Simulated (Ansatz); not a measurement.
# Fe (Im-3m) in Ansatz: a series of runs

Runs on Fe. Level: PBE. Tasks: single point.

Everything below comes from runs of Ansatz 0.2.0. Logs are shortened: lines on timing, memory, paths and dates and some standing lists are left out, and cuts for length are marked.

## Step 1: The crystal as given

Symmetry: Im-3m, No. 229, cubic system. The conventional cell has a = 2.886 Å, b = 2.886 Å, c = 2.886 Å, α = 90.00°, β = 90.00°, γ = 90.00°. Around Fe (site symmetry m-3m) lie 8 Fe at 2.50 Å.

## Step 2: Single point, PBE, collinear spin, ferromagnetic start

File input.yaml:

```yaml
crystal:
  lattice:
    - [-1.443, 1.443, 1.443]
    - [1.443, -1.443, 1.443]
    - [1.443, 1.443, -1.443]
  atoms:
    - { symbol: Fe, position: [0.0, 0.0, 0.0], spin: 3.0 }
hamiltonian:
  xc: pbe
  pseudopotentials: { kind: paw }
magnetization:
  spin_polarized: true
kpoints:
  mp_grid: { grid: [13, 13, 13] }
scf:
  occupations: { method: gaussian, width: 0.019 }
output:
  forces: true
  stress: true
  eigenvalues: true
```

Potentials or basis: Ansatz PAW.

Command:

```sh
> ansatz run input.yaml --threads 2 --pin off --max-ram 5632MiB --backend cpu --events-out ev --progress --plain --runs-dir out
```

Log:

```text
Warning: RAYON_NUM_THREADS=2 ignored (pool sized by the plan → 2); use --threads N
Engine: ansatz 0.2.0, x86_64-unknown-linux-gnu
Pseudopotentials: kind: paw
Pseudopotential: Fe, paw, valence charge 16, recommended cutoff 420 eV (normal), Fe.paw.azcp
Functional definition: PBE
  parameter kappa = 0.804
  parameter beta = 0.06672455060314922
  exchange = pbe_x(kappa = kappa, mu = beta*pi^2/3)
  correlation = pbe_c(beta = beta)
Crystal: 1 atoms, lattice volume = 12.019 Å³
Basis set: ecut = 420 eV, 225 PW (Γ), exchange–correlation on 36×36×36 points (8 copies of the dense FFT grid, shifted against one another)
Bands: 14, of which v1, the nominal top of the filled ones, is band 8 counted from 1 (7 counted from 0)
Symmetry: 48 space group operations
Space group: Im-3m (ITA 229), of the structure as read, at distance tolerance 2.3e-5 Å
Magnetic group: BNS 229.140 (UNI 1642), of the structure as read, at distance tolerance 2.3e-5 Å
k-points: 84 of 2197
Non-local potential: Fe, projectors of the file, l = 0: 3, l = 1: 2, l = 2: 3, l = 3: 1
PAW form: soft (Blöchl's): semilocal exchange-correlation on the pseudo side does not see the compensation charge
PAW one-centre angular grid: Fe, 590 points (default); XC on 64 Gauss nodes
Initial density: superposition of atomic densities (chi_scale 0.1, normalization cell)
Starting moments: Σ|m| = 3 μB on 1 of 1 site
Initial wavefunctions: pseudopotential atomic-orbital guess
Functional: x = pbe(κ = 0.804, μ = 0.2195149727645171), c = pbe(β = 0.06672455060314922)
SCF iter   1: F=—  HF=-4480.579311 eV  |F-HF|=—  |Δ(HF+E_count)|=         —  Δρ=1.28e-1 (↑1.28e-1 ↓4.60e-2)  dr2=1.44e0  dr2_m=5.30e-1  M=2.116 μB ∫|m|=2.159 μB  β_m=0.30  ethr=3.10e-3  ⟨swp⟩=5.0  Hψ=11342  notcnv=0
Mixer restart at iter 1: flushing history
preconditioner: auto → none  [metal: Δε(μ)=0.008 eV  Ē_g=13.902 eV  σ=0.019 eV  W_gap=0.22  n_scr=0 (ndim 8)  ℏωp=30.3 eV  f_vac=0.000  D(μ)=1.26/eV (n_scr^D=12)]
SCF iter   2: F=—  HF=-4479.905630 eV  |F-HF|=—  |Δ(HF+E_count)|=   6.74e-1  Δρ=3.71e-2 (↑3.71e-2 ↓1.47e-2)  dr2=7.34e-2  dr2_m=5.29e-2  M=2.535 μB ∫|m|=2.606 μB  β_m=0.28  ethr=3.10e-3  ⟨swp⟩=3.0  Hψ=5716  notcnv=0  defer=216
SCF iter   3: F=—  HF=-4480.103778 eV  |F-HF|=—  |Δ(HF+E_count)|=   1.98e-1  Δρ=1.95e-2 (↑1.54e-2 ↓1.95e-2)  dr2=2.58e-3  dr2_m=3.13e-2  M=2.359 μB ∫|m|=2.444 μB  β_m=0.56  ethr=4.59e-4  ⟨swp⟩=2.7  Hψ=4428  notcnv=0  defer=229
SCF iter   4: F=—  HF=-4480.378874 eV  |F-HF|=—  |Δ(HF+E_count)|=   2.75e-1  Δρ=9.92e-3 (↑8.59e-3 ↓9.92e-3)  dr2=9.23e-4  dr2_m=8.62e-3  M=2.304 μB ∫|m|=2.408 μB  β_m=0.74  ethr=1.61e-5  ⟨swp⟩=3.0  Hψ=5218  notcnv=0  defer=229
SCF iter   5: F=—  HF=-4480.449713 eV  |F-HF|=—  |Δ(HF+E_count)|=   7.08e-2  Δρ=6.35e-3 (↑6.35e-3 ↓6.17e-3)  dr2=1.17e-2  dr2_m=5.64e-4  M=2.303 μB ∫|m|=2.431 μB  β_m=0.84  ethr=5.77e-6  ⟨swp⟩=2.5  Hψ=4874  notcnv=0  defer=223
SCF iter   6: F=—  HF=-4480.458905 eV  |F-HF|=—  |Δ(HF+E_count)|=   9.19e-3  Δρ=4.02e-3 (↑4.02e-3 ↓3.27e-3)  dr2=4.97e-5  dr2_m=1.46e-3  M=2.262 μB ∫|m|=2.397 μB  β_m=0.84  ethr=5.77e-6  ⟨swp⟩=2.5  Hψ=4826  notcnv=0  defer=223
SCF iter   7: F=—  HF=-4480.458870 eV  |F-HF|=—  |Δ(HF+E_count)|=   3.48e-5  Δρ=3.16e-3 (↑3.16e-3 ↓2.31e-3)  dr2=6.95e-5  dr2_m=8.20e-4  M=2.257 μB ∫|m|=2.393 μB  β_m=0.92  ethr=3.11e-7  ⟨swp⟩=1.3  Hψ=2807  notcnv=0  defer=217
SCF iter   8: F=—  HF=-4480.458798 eV  |F-HF|=—  |Δ(HF+E_count)|=   7.19e-5  Δρ=8.14e-4 (↑8.14e-4 ↓5.75e-4)  dr2=5.41e-6  dr2_m=5.29e-5  M=2.252 μB ∫|m|=2.388 μB  β_m=0.96  ethr=3.11e-7  ⟨swp⟩=1.8  Hψ=3193  notcnv=0  defer=217
SCF iter   9: F=—  HF=-4480.458792 eV  |F-HF|=—  |Δ(HF+E_count)|=   5.98e-6  Δρ=6.66e-5 (↑4.69e-5 ↓6.66e-5)  dr2=1.07e-6  dr2_m=1.73e-8  M=2.251 μB ∫|m|=2.387 μB  β_m=0.98  ethr=3.38e-8  ⟨swp⟩=2.4  Hψ=3587  notcnv=0  defer=217
SCF iter  10: F=—  HF=-4480.458792 eV  |F-HF|=—  |Δ(HF+E_count)|=   6.46e-9  Δρ=3.43e-5 (↑3.43e-5 ↓7.30e-6)  dr2=8.91e-8  dr2_m=3.83e-8  M=2.250 μB ∫|m|=2.387 μB  β_m=0.99  ethr=6.70e-9  ⟨swp⟩=1.7  Hψ=2761  notcnv=0  defer=217
SCF iter  11: F=-4480.458792 eV  HF=-4480.458792 eV  |F-HF|=2.93e-9  |Δ(HF+E_count)|=   1.18e-8  Δρ=5.11e-6 (↑5.11e-6 ↓1.37e-6)  dr2=3.55e-9  dr2_m=4.24e-10  M=2.250 μB ∫|m|=2.387 μB  ethr=5.57e-10  ⟨swp⟩=5.5  Hψ=9137  notcnv=0
SCF 1 converged in 11 iterations: F = -4480.458792 eV  dr2 = 3.55e-9
SCF converged after 11 iterations
Magnetization: 2.2502 μB (9.1251 up, 6.8749 down)
Absolute magnetization: 2.3870 μB (∫|ρ↑−ρ↓|, with the PAW one-centre terms)
Spin contamination: 0.0429 ħ² per cell (⟨S²⟩ above its minimum at these occupations)
Per-site moments (μB) at R_I (Å): [(2.3097197595301666, 1.0309815925702797)]
Free energy (F): -4480.458792 eV
Harris-Foulkes:  -4480.458792 eV  (|F-HF|=2.93e-9)
Internal energy: -4480.458573 eV  (E = F + TS)
E sigma→0 (E₀):  -4480.458682 eV
Entropy (-TS):   -0.000219 eV (-0.219 meV/atom)
Fermi energy:    17.251157 eV
--- Per-component energies (eV) ---
  E_band       = -229.927659
  E_kinetic    = 348.817407
  E_local      = -2133.085816  (includes V_loc(G=0)·N_el)
  E_nonlocal   = 219.147222
  E_hartree    = 892.723581
  E_xc         = -117.293370
  E_vxc        = -150.993501  (∫ρ·V_xc dr)
  E_paw        = -1366.558525  (= ΣΔE_a)
  E_vpaw       = -299.257415  (= ΣTr[D̂ρ^β])
  E_aug_tail   = 0.000890  (compensation charges beyond the density's cutoff)
  E_ewald      = -2324.209962
  E_smearing   = -0.000219  (= −TS)
  E_closure    = 0.000000  (closes the sum)
  Σ components = -4480.458792   (vs F -4480.458792, Δ=0.00e0)
--- Forces (eV/Å), atoms counted from 1 ---
  atom   1  Fe    -0.00000000     0.00000000     0.00000000
  max |Σ_I F_I| component: 8.83e-32 eV/Å
--- Stress (GPa, compression-positive) ---
       -9.586506       0.000000      -0.000000
        0.000000      -9.586506      -0.000000
       -0.000000       0.000000      -9.586506
  P = ⅓ Tr σ = -9.5865 GPa (-95.865 kbar)
--- Band table (eV; the first three rows and the last of 168) ---
  k-point 0 ↑: bands = ["-70.7524", "-36.5885", "-36.5885", "-36.5885", "9.0890", "15.0791", "15.0791", "15.0791", "16.1878", "16.1878", "41.1679", "41.1679", "41.1679", "46.2515"]
  k-point 1 ↑: bands = ["-70.7488", "-36.6083", "-36.5952", "-36.5885", "9.3240", "15.0179", "15.0734", "15.2006", "16.1291", "16.1927", "39.7523", "40.8329", "41.0183", "45.3382"]
  k-point 2 ↑: bands = ["-70.7389", "-36.6629", "-36.6135", "-36.5884", "10.0014", "14.8512", "15.0249", "15.5481", "16.0292", "16.2092", "36.7320", "39.6356", "40.6879", "43.0974"]
  k-point 83 ↓: bands = ["-67.9127", "-34.1827", "-34.1790", "-34.1790", "14.6332", "14.6551", "19.4604", "19.4604", "19.5521", "26.2885", "27.2336", "27.2336", "33.3974", "33.8550"]
```

It took 2 s on 2 threads of Intel Xeon at 2.70GHz, shared host; peak memory 0.32 GiB.

Results:

```
Free energy            : -4480.4588 eV
Pressure               : -9.6 GPa
Band gap on the k mesh : none (metal or under the smearing width)
Net moment             : 2.25 μB per cell
Absolute moment        : 2.39 μB per cell
Site moments           : Fe +2.31 μB
```

Levels at points of the mesh, in eV from the Fermi level:
Spin up:
```tsv
k point	band 5	band 6	band 7	band 8	band 9	band 10	band 11	band 12	band 13	band 14
(0.00, 0.00, 0.00)	-8.16	-2.17	-2.17	-2.17	-1.06	-1.06	23.92	23.92	23.92	29.00
```
Spin down:
| k point | band 3 | band 4 | band 5 | band 6 | band 7 | band 8 | band 9 | band 10 | band 11 | band 12 |
| --- | --- | --- | --- | --- | --- | --- | --- | --- | --- | --- |
| (0.00, 0.00, 0.00) | -51.16 | -51.16 | -8.03 | -0.20 | -0.20 | -0.20 | 1.77 | 1.77 | 23.66 | 23.66 |

## Step 3: Single point, PBE, collinear spin, ferromagnetic start

input.yaml: that of step 2 with these lines changed.

```diff
@@ -15,3 +15,3 @@
 scf:
-  occupations: { method: gaussian, width: 0.019 }
+  occupations: { method: gaussian, width: 0.02 }
 output:
```

Potentials or basis: Ansatz PAW.

Command:

```sh
> ansatz run input.yaml --threads 2 --pin off --max-ram 5632MiB --backend cpu --events-out ev --progress --plain --runs-dir out
```

Wall time 2.8 s (2 threads of Intel Xeon at 2.70GHz, shared host); peak memory 0.32 GiB.

It converged, with:

```yaml
Free_energy: -4480.4588 eV
Pressure: -9.6 GPa
Band_gap_on_the_k_mesh: none (metal or under the smearing width)
Net_moment: 2.25 μB per cell
Absolute_moment: 2.39 μB per cell
Site_moments: Fe +2.31 μB
```

Levels at points of the mesh, in eV from the Fermi level:
Spin up:
| k point | band 5 | band 6 | band 7 | band 8 | band 9 | band 10 | band 11 | band 12 | band 13 | band 14 |
| --- | --- | --- | --- | --- | --- | --- | --- | --- | --- | --- |
| (0.00, 0.00, 0.00) | -8.16 | -2.17 | -2.17 | -2.17 | -1.06 | -1.06 | 23.92 | 23.92 | 23.92 | 29.00 |
Spin down:
| k point | band 3 | band 4 | band 5 | band 6 | band 7 | band 8 | band 9 | band 10 | band 11 | band 12 |
| --- | --- | --- | --- | --- | --- | --- | --- | --- | --- | --- |
| (0.00, 0.00, 0.00) | -51.16 | -51.16 | -8.03 | -0.20 | -0.20 | -0.20 | 1.77 | 1.77 | 23.66 | 23.66 |
